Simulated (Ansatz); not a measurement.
CdO (Monteponite):

```
Cd O
1.0
     0.00000    2.34950    2.34950
     2.34950    0.00000    2.34950
     2.34950    2.34950    0.00000
Cd O
1 1
Direct
  0.00000 0.00000 0.00000
  0.50000 0.50000 0.50000
```

Base run:

- Program: Ansatz 0.2.0
- Functional: RPBE
- Potentials or basis: all-electron LAPW, scalar-relativistic
- Cutoff: 306 eV (chosen from the basis error)
- Basis error allowed: 0.001 eV/atom
- k mesh: 10 × 10 × 10
- Occupations: fermi-dirac, width 0.05 eV
- Spin: no spin polarisation

Its results: pressure 10.6 GPa.

Question: After a change of settings the same cell gave: pressure -6.1 GPa. Which change was it?
A. functional from RPBE to revPBE
B. functional from RPBE to PBEsol; occupations from fermi-dirac, width 0.05 eV to gaussian, width 0.05 eV
C. functional from RPBE to LDA

Answer: C.

LDA binds more tightly than RPBE, so the same cell stands under less pressure.

Runs at the PBE level aren't shown here.
